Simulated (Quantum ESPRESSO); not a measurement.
# CoPdO2 (R-3m) in Quantum ESPRESSO: equation of state, part 2 of 2

Quantum ESPRESSO 7.5. Earlier steps stand in the parts before.

### 6 Single point, PBE, collinear spin, ferromagnetic start, 10.79 Å³/atom

Contents of pw.in:

```
&CONTROL
  calculation = 'scf'
  prefix = 'pwscf'
  outdir = './tmp'
  pseudo_dir = './pseudo'
  tprnfor = .true.
  tstress = .true.
  disk_io = 'nowf'
/
&SYSTEM
  ibrav = 0
  nat = 4
  ntyp = 3
  ecutwfc = 60
  ecutrho = 440
  nbnd = 36
  occupations = 'smearing'
  smearing = 'fd'
  degauss = 0.00367493
  nspin = 2
  starting_magnetization(1) = 0
  starting_magnetization(2) = 0.1176
  starting_magnetization(3) = 0
/
&ELECTRONS
  conv_thr = 8d-10
  electron_maxstep = 120
  mixing_beta = 0.3
/
ATOMIC_SPECIES
Pd   106.4200 Pd_ONCV_PBE-1.0.oncvpsp.upf
Co    58.9332 Co_pbe_v1.2.uspp.F.UPF
O     15.9990 O.pbe-n-kjpaw_psl.0.1.UPF
CELL_PARAMETERS angstrom
   1.4411715738    0.8320607961    5.9972281671
  -1.4411715738    0.8320607961    5.9972281671
   0.0000000000   -1.6641215921    5.9972281671
ATOMIC_POSITIONS crystal
Pd     0.0000000000    0.0000000000    0.0000000000
Co     0.5000000000    0.5000000000    0.5000000000
O      0.1124760000    0.1124760000    0.1124760000
O      0.8875240000    0.8875240000    0.8875240000
K_POINTS automatic
11 11 11 0 0 0
```

Potentials or basis: SSSP 1.3 efficiency PBE.

Started as:

```sh
OMP_NUM_THREADS=1 mpirun -n 2 pw.x -nk 2 -in pw.in > pw.out
```

pw.out:

```text
This program is part of the open-source Quantum ESPRESSO suite
     for quantum simulation of materials; please cite
         "P. Giannozzi et al., J. Phys.:Condens. Matter 21 395502 (2009);
         "P. Giannozzi et al., J. Phys.:Condens. Matter 29 465901 (2017);
         "P. Giannozzi et al., J. Chem. Phys. 152 154105 (2020);
     in publications or presentations arising from this work. More details at

     file O.pbe-n-kjpaw_psl.0.1.UPF: wavefunction(s)  2P renormalized
     Message from routine setup:
     using ibrav=0 with symmetry is DISCOURAGED, use correct ibrav instead

     K-points division:     npool     =       2
     Subspace diagonalization in iterative solution of the eigenvalue problem:
     a serial algorithm will be used

     G-vector sticks info
     --------------------
     sticks:   dense  smooth     PW     G-vecs:    dense   smooth      PW
     Sum        2191    1185    391                45411    18307    3549

     Using Slab Decomposition

     bravais-lattice index     =            0
     lattice parameter (alat)  =      11.7613  a.u.
     unit-cell volume          =     291.1851 (a.u.)^3
     number of atoms/cell      =            4
     number of atomic types    =            3
     number of electrons       =        47.00
     number of Kohn-Sham states=           36
     kinetic-energy cutoff     =      60.0000  Ry
     charge density cutoff     =     440.0000  Ry
     scf convergence threshold =      8.0E-10
     mixing beta               =       0.3000
     number of iterations used =            8  plain     mixing
     Exchange-correlation= SLA  PW   PBX  PBC
                           (   1   4   3   4   0   0   0)

     celldm(1)=  11.761332  celldm(2)=   0.000000  celldm(3)=   0.000000
     celldm(4)=   0.000000  celldm(5)=   0.000000  celldm(6)=   0.000000

     crystal axes: (cart. coord. in units of alat)
               a(1) = (   0.231557   0.133690   0.963591 )
               a(2) = (  -0.231557   0.133690   0.963591 )
               a(3) = (   0.000000  -0.267379   0.963591 )

     reciprocal axes: (cart. coord. in units 2 pi/alat)
               b(1) = (  2.159295  1.246670  0.345928 )
               b(2) = ( -2.159295  1.246670  0.345928 )
               b(3) = (  0.000000 -2.493339  0.345928 )

     PseudoPot. # 1 for Pd read from file:
     Pd_ONCV_PBE-1.0.oncvpsp.upf
     Pseudo is Norm-conserving, Zval = 18.0
     Generated using ONCVPSP code by D. R. Hamann
     Using radial grid of 1410 points,  6 beta functions with:
                l(1) =   0
                l(2) =   0
                l(3) =   1
                l(4) =   1
                l(5) =   2
                l(6) =   2

     PseudoPot. # 2 for Co read from file:
     Co_pbe_v1.2.uspp.F.UPF
     Pseudo is Ultrasoft + core correction, Zval = 17.0
     Generated by new atomic code, or converted to UPF format
     Using radial grid of  863 points,  6 beta functions with:
                l(1) =   0
                l(2) =   0
                l(3) =   1
                l(4) =   1
                l(5) =   2
                l(6) =   2
     Q(r) pseudized with  8 coefficients,  rinner =    1.200   1.200   1.200
                                                       1.200   1.200

     PseudoPot. # 3 for O  read from file:
     O.pbe-n-kjpaw_psl.0.1.UPF
     Pseudo is Projector augmented-wave + core cor, Zval =  6.0
     Generated using "atomic" code by A. Dal Corso  v.5.0.99 svn rev. 10869
     Shape of augmentation charge: BESSEL
     Using radial grid of 1095 points,  4 beta functions with:
                l(1) =   0
                l(2) =   0
                l(3) =   1
                l(4) =   1
     Q(r) pseudized with 0 coefficients

     atomic species   valence    mass     pseudopotential
     Pd               18.00   106.42000     Pd( 1.00)
     Co               17.00    58.93320     Co( 1.00)
     O                 6.00    15.99900     O ( 1.00)

     Starting magnetic structure
     atomic species   magnetization
     Pd              0.000
     Co              0.118
     O               0.000

     12 Sym. Ops., with inversion, found

   Cartesian axes

     site n.     atom                  positions (alat units)
         1        Pd     tau(   1) = (   0.0000000   0.0000000   0.0000000  )
         2        Co     tau(   2) = (   0.0000000   0.0000000   1.4453871  )
         3        O      tau(   3) = (   0.0000000   0.0000000   0.3251427  )
         4        O      tau(   4) = (  -0.0000000   0.0000000   2.5656315  )

     number of k points=   146  Fermi-Dirac smearing, width (Ry)=  0.0037

     Number of k-points >= 100: set verbosity='high' to print them.

     Dense  grid:    45411 G-vectors     FFT dimensions: (  80,  80,  80)

     Smooth grid:    18307 G-vectors     FFT dimensions: (  60,  60,  60)

     Check: negative core charge=   -0.000015
     Generating pointlists ...
     new r_m :   0.1341 (alat units)  1.5774 (a.u.) for type    1
     new r_m :   0.1278 (alat units)  1.5034 (a.u.) for type    2
     new r_m :   0.1278 (alat units)  1.5034 (a.u.) for type    3

     Initial potential from superposition of free atoms

     starting charge      45.9996, renormalised to      47.0000
     Starting wfcs are   31 randomized atomic wfcs +    5 random wfcs
     Checking if some PAW data can be deallocated...

     Self-consistent Calculation

     iteration #  1     ecut=    60.00 Ry     beta= 0.30
     Davidson diagonalization with overlap
     ethr =  1.00E-02,  avg # of iterations =  4.8

     total energy              =    -632.39526109 Ry
     estimated scf accuracy    <       6.70053391 Ry

     total magnetization       =     1.46 Bohr mag/cell
     absolute magnetization    =     1.97 Bohr mag/cell

     iteration #  2     ecut=    60.00 Ry     beta= 0.30
     Davidson diagonalization with overlap
     ethr =  1.00E-02,  avg # of iterations =  2.7

     total energy              =    -632.79177194 Ry
     estimated scf accuracy    <      34.35158283 Ry

     total magnetization       =     1.54 Bohr mag/cell
     absolute magnetization    =     1.58 Bohr mag/cell

     iteration #  3     ecut=    60.00 Ry     beta= 0.30
     Davidson diagonalization with overlap
     ethr =  1.00E-02,  avg # of iterations =  2.0

     total energy              =    -634.79445699 Ry
     estimated scf accuracy    <       1.62088492 Ry

     total magnetization       =     1.02 Bohr mag/cell
     absolute magnetization    =     1.05 Bohr mag/cell

     iteration #  4     ecut=    60.00 Ry     beta= 0.30
     Davidson diagonalization with overlap
     ethr =  3.45E-03,  avg # of iterations =  1.1

     total energy              =    -634.96349791 Ry
     estimated scf accuracy    <       1.04188574 Ry

     total magnetization       =     1.19 Bohr mag/cell
     absolute magnetization    =     1.38 Bohr mag/cell

     iteration #  5     ecut=    60.00 Ry     beta= 0.30
     Davidson diagonalization with overlap
     ethr =  2.22E-03,  avg # of iterations =  1.1

     total energy              =    -634.94948880 Ry
     estimated scf accuracy    <       0.28449293 Ry
[... 98 lines left out ...]
     total energy              =    -634.99086680 Ry
     estimated scf accuracy    <       0.00000020 Ry

     total magnetization       =    -0.00 Bohr mag/cell
     absolute magnetization    =     0.00 Bohr mag/cell

     iteration # 16     ecut=    60.00 Ry     beta= 0.30
     Davidson diagonalization with overlap
     ethr =  4.21E-10,  avg # of iterations =  2.0

     total energy              =    -634.99086687 Ry
     estimated scf accuracy    <       0.00000002 Ry

     total magnetization       =     0.00 Bohr mag/cell
     absolute magnetization    =     0.00 Bohr mag/cell

     iteration # 17     ecut=    60.00 Ry     beta= 0.30
     Davidson diagonalization with overlap
     ethr =  4.90E-11,  avg # of iterations =  2.1

     total energy              =    -634.99086688 Ry
     estimated scf accuracy    <          2.8E-09 Ry

     total magnetization       =     0.00 Bohr mag/cell
     absolute magnetization    =     0.00 Bohr mag/cell

     iteration # 18     ecut=    60.00 Ry     beta= 0.30
     Davidson diagonalization with overlap
     ethr =  6.02E-12,  avg # of iterations =  2.0

     Magnetic moment per site  (integrated on atomic sphere of radius R)
     atom   1 (R=0.134)  charge= 13.9915  magn= -0.0000
     atom   2 (R=0.128)  charge= 14.1645  magn= -0.0000
     atom   3 (R=0.128)  charge=  5.3042  magn=  0.0000
     atom   4 (R=0.128)  charge=  5.3042  magn=  0.0000

     End of self-consistent calculation

     Number of k-points >= 100: set verbosity='high' to print the bands.

     the Fermi energy is    13.7455 ev

!    total energy              =    -634.99086689 Ry
     estimated scf accuracy    <          4.7E-10 Ry
     smearing contrib. (-TS)   =      -0.00019277 Ry
     internal energy E=F+TS    =    -634.99067412 Ry

     The total energy is F=E-TS. E is the sum of the following terms:
     one-electron contribution =    -313.26408159 Ry
     hartree contribution      =     182.72221803 Ry
     xc contribution           =     -72.17590240 Ry
     ewald contribution        =    -413.23844458 Ry
     one-center paw contrib.   =     -19.03446358 Ry

     total magnetization       =     0.00 Bohr mag/cell
     absolute magnetization    =     0.00 Bohr mag/cell

     convergence has been achieved in  18 iterations

     Forces acting on atoms (cartesian axes, Ry/au):

     atom    1 type  1   force =     0.00000000   -0.00000000    0.00000000
     atom    2 type  2   force =     0.00000000    0.00000000    0.00000000
     atom    3 type  3   force =    -0.00000000   -0.00000000    0.00987834
     atom    4 type  3   force =    -0.00000000    0.00000000   -0.00987834

     Total force =     0.013970     Total SCF correction =     0.000017

     Computing stress (Cartesian axis) and pressure

          total   stress  (Ry/bohr**3)                   (kbar)     P=      -52.72
  -0.00033959   0.00000000  -0.00000000          -49.96        0.00       -0.00
   0.00000000  -0.00033959   0.00000000            0.00      -49.96        0.00
   0.00000000   0.00000000  -0.00039600            0.00        0.00      -58.25

=------------------------------------------------------------------------------=
   JOB DONE.
=------------------------------------------------------------------------------=
```

Run time: 17 min. Hardware: 2 MPI ranks of Arm Neoverse V1, shared host; peak memory 0.82 GiB.

What came out:

```yaml
Free_energy: -8639.4909 eV
Pressure: -5.3 GPa
Largest_force: 0.254 eV/Å
Band_gap_on_the_k_mesh: none (metal or under the smearing width)
Net_moment: 0.00 μB per cell
Absolute_moment: 0.00 μB per cell
Valence_electrons_inside_the_program's_atomic_spheres: Pd 13.99; Co 14.16; O 5.30
```

Caveat: the starting moments collapsed, and a magnetic state may lie lower; semilocal functionals often make such compounds metallic where correlation or magnetic order opens a gap, which also shifts bond lengths.

### 7 Equation of state, PBE, collinear spin, ferromagnetic start

This step only gathers the single runs of the series.

What came out:

| Item | Value |
| --- | --- |
| Equilibrium volume | 10.53 Å³/atom |
| Bulk modulus at fixed shape and positions | 213 GPa |
| Pressure derivative of the bulk modulus | 4.9 (rough: it moves with the points fitted) |

Energy against volume, from the lowest point:
| volume (Å³/atom) | energy (meV/atom) |
| --- | --- |
| 9.941 | 23.89 |
| 10.153 | 9.22 |
| 10.364 | 1.53 |
| 10.576 | 0.00 |
| 10.787 | 3.98 |

Caveat: the cell was scaled at fixed shape and fractional positions, which overstates the stiffness of a crystal with free parameters, most of all of layers and chains.
